## What a higher rung does to the volume of GaSb

At its equilibrium volume a crystal neither pushes outward nor pulls inward. Each ingredient of a density functional adds its own push or pull to this balance, and so shifts the volume. The table follows gallium antimonide, a semiconductor with four bonds to each atom, through four rungs of theory. LDA uses the local electron density, a GGA adds its gradient, a meta-GGA adds the kinetic energy density of the electrons, and a hybrid replaces part of the exchange energy by exact exchange.

Ansatz, Kohn-Sham DFT for non-magnetic GaSb (space group F-43m, 2-atom cell) with Fermi-Dirac smearing of 0.05 eV; the basis column gives the plane-wave cutoff. Volumes are for a static lattice and come from equation-of-state fits to seven volumes, except for PBEsol0, where the cell was relaxed.

| method | rung | potentials | basis | spin orbit | k mesh | equilibrium volume (Å³/atom) | rough processor time (s) |
| --- | --- | --- | --- | --- | --- | --- | --- |
| LDA | LDA | PseudoDojo LDA | 1143 eV | no | 8x8x8 2-atom cell | 27.643 | 80 |
| PBEsol | GGA | Ansatz PAW | 420 eV | yes | 8x8x8 2-atom cell | 28.561 | 100 |
| PBEsol-D3(BJ) | GGA | Ansatz PAW | 420 eV | no | 8x8x8 2-atom cell | 27.561 | 20 |
| r2SCAN-D4 | meta-GGA | Ansatz PAW | 500 eV | no | 8x8x8 2-atom cell | 28.439 | 50 |
| HSE03 | hybrid | Ansatz PAW | 420 eV | no | 4x4x4 2-atom cell | 29.179 | 400 |
| PBEsol0 | hybrid | Ansatz PAW | 420 eV | no | 4x4x4 2-atom cell | 28.055 | 100 |

### 1. How far apart are the methods in terms of length?

The largest volume, from HSE03, exceeds the smallest, from PBEsol-D3(BJ), by 5.9 %. A length changes by about a third as much as a volume, so the lattice constants differ by 1.9 %. For someone who grows layered devices this is a large spread. The mismatch between GaSb and InAs, a common partner, is only about 0.6 % (a rough recalled value). Such a mismatch should therefore be computed with one method for both crystals, so that much of the error cancels.

### 2. Why does LDA give a smaller cell than PBEsol?

LDA treats each point as if it lay in a uniform electron gas. When a crystal is stretched, the density between the atoms thins out and varies more steeply for its size. The gradient correction to exchange lowers the energy of such an uneven density, so it favours the stretched crystal and acts as an outward push.

The PBEsol volume is larger by 0.92 Å³ per atom. The direction is the well-known overbinding of LDA. The exact size also contains the change of potentials between the two rows, and the PBEsol run includes spin-orbit coupling.

### 3. Why does the dispersion correction shrink the cell, and by how much should it?

D3(BJ) adds the attraction between fluctuating dipoles on pairs of atoms. This attraction strengthens as the atoms approach, so it pulls the crystal inward. The pull can be read from the two PBEsol calculations at one common volume, 28.62 Å³ per atom. There the run with D3 has a pressure 1.82 GPa lower than the run without it.

The bulk modulus B says how strongly a crystal resists compression: a small extra pressure ΔP shrinks a volume V by ΔV ≈ V ΔP / B. With the volume and modulus of the PBEsol row,

ΔV ≈ 28.56 Å³ × 1.82 GPa / 50.8 GPa ≈ 1.02 Å³ per atom.

The table gives a shrinkage of 1.00 Å³. The agreement is this close because two neglected effects oppose each other. The crystal stiffens as it shrinks, but the inward pull also grows, to about 2.0 GPa near the smaller minimum. Pressure is the slope of the energy curve whose minimum gives the volume, so the estimate tests the step from pull to shrinkage and leaves the origin of the pull open.

That origin is argued from theory, because the two rows also differ in spin-orbit coupling. This coupling moves some levels up and others down. In completely filled bands these shifts cancel to first order, so its effect on the volume should be small. No pair of rows tests this, but dispersion remains the natural main cause.

### 4. What would the same correction do in a stiffer or a softer crystal?

The formula points to the ratio of pull to stiffness. Diamond has the same network of four bonds per atom but is several times as stiff, so a given pull shrinks it far less. In graphite the sheets are held together mainly by dispersion, and their spacing is easy to change. There the correction can decide whether the sheets bind at a sensible distance at all. The linear estimate then fails, because the stiffness changes greatly along the way.

### 5. Does exact exchange make the cell larger or smaller?

The two hybrids seem to disagree. HSE03 lies 0.62 Å³ per atom above PBEsol, while PBEsol0 lies 0.51 Å³ below it. The label "hybrid" therefore does not fix even the direction of the change.

The main reason is most likely the functional on which each hybrid is built. PBEsol0 starts from PBEsol. HSE03 starts from PBE, whose stronger gradient correction carries the outward push of question 2 further and is known to make cells of this kind too large. Exact exchange usually acts the other way in such semiconductors. The usual explanation is that it removes part of the spurious repulsion of an electron with itself, which lets the charge draw together and the bonds shorten.

On this reading HSE03 starts from a large cell and comes only part of the way back, while PBEsol0 starts from a moderate one and ends below it. HSE03 also limits exact exchange to short distances, and the table cannot separate that effect from the change of parent. Both hybrids also ran on a coarser k mesh than PBEsol and without its spin-orbit coupling, which makes their distances from it less certain. For a neighbouring hybrid, the parent functional is the first thing to look up.

### 6. What does the computing time pay for?

The times come from shared machines and show rough sizes only. Even so, PBEsol-D3(BJ) has the lowest time in the table, although its correction is probably what moves the volume by a whole cubic ångström. The correction is a sum over pairs of atoms, which costs next to nothing beside the electronic problem.

The PBEsol row took about 5 times as long, and its spin-orbit coupling is the likely reason. Each orbital then has two components and holds one electron instead of two, so there are twice as many orbitals, each twice as long. The LDA row took about 4 times as long as PBEsol-D3(BJ), and here the larger basis is the likely main reason. The number of plane waves grows as the cutoff energy to the power 3/2, which makes it 4.5 times as large for the LDA potentials. On this reading neither expense belongs to the rung itself.

HSE03 took about 20 times as long as PBEsol-D3(BJ), on a coarser k mesh. Exact exchange couples every k point with every other. Going from 4×4×4 to 8×8×8 gives 8 times as many points and 64 times as many pairs, before symmetry removes some of them. At equal mesh the hybrid would thus be dearer still. The shorter time of PBEsol0 cannot be compared with the others, because that run is a cell relaxation while the other rows are scans over seven volumes. What usually justifies the price of a hybrid in a semiconductor is a better band gap, though hybrids with unscreened exact exchange, such as PBEsol0, tend to make small gaps too wide. For the volume, the choice of parent functional probably matters at least as much as the exact exchange.

### 7. Which digits can be trusted?

The table prints thousandths of a cubic ångström, but the settings do not support them. PBEsol0 was relaxed under a computed stress, and a limited plane-wave basis adds a false part to such a stress when the cell changes. The correction for this part, about 0.06 GPa, is worth 0.03 Å³ per atom by the formula of question 3. The coarser mesh of the hybrids brings a further error, which no row tests. One decimal is the most that should be read.

This decides which differences deserve an explanation. The step of 1.0 Å³ between the two PBEsol rows is large, and these rows share potentials, cutoff and k mesh, so much of the error from those settings should cancel. The 0.12 Å³ between PBEsol and r2SCAN-D4 barely reaches the first decimal, and these rows differ in functional, dispersion, cutoff and spin-orbit coupling at once. It should not be credited to the higher rung.

A comparison with a measured crystal needs one more step. All the volumes are for atoms at rest, whereas zero-point motion and heat swell a real crystal slightly. A method whose static volume matches a room-temperature measurement exactly therefore makes the crystal slightly too large. The differences and the estimate used here are collected in the printed output that follows.

The analysis program printed:

```
Volume and cubic lattice constant:
            row  volume_A3_per_atom  lattice_constant_A  volume_less_PBEsol_A3
            LDA               27.64               6.047                 -0.918
         PBEsol               28.56               6.113                      0
  PBEsol-D3(BJ)               27.56               6.041                     -1
      r2SCAN-D4               28.44               6.105                 -0.122
          HSE03               29.18               6.157                  0.618
        PBEsol0               28.05               6.077                 -0.506
Largest less smallest volume, A^3/atom: 1.618
Spread of volume, percent of smallest: 5.871
Spread of lattice constant, percent of smallest: 1.92
PBEsol less LDA volume, A^3/atom: 0.918
PBEsol less PBEsol-D3(BJ) volume, A^3/atom: 1
Extra inward pressure in the D3 run at the common volume, GPa: 1.821
Shrinkage estimated from this pressure and the PBEsol modulus, A^3/atom: 1.025
HSE03 less PBEsol0 volume, A^3/atom: 1.124
Bulk modulus PBEsol, GPa: 50.77
Bulk modulus PBEsol-D3(BJ), GPa: 55.76
Bulk modulus HSE03, GPa: 52.12
Rough time ratio LDA to PBEsol-D3(BJ): 4
Ratio of plane-wave numbers LDA to PBEsol-D3(BJ): 4.489
Rough time ratio PBEsol with spin-orbit to PBEsol-D3(BJ) without: 5
Rough time ratio HSE03 to PBEsol-D3(BJ): 20
Ratio of k points, 8x8x8 to 4x4x4: 8
Ratio of k-point pairs, 8x8x8 to 4x4x4: 64
Volume worth of the Pulay correction in PBEsol0, A^3/atom: 0.03116
```
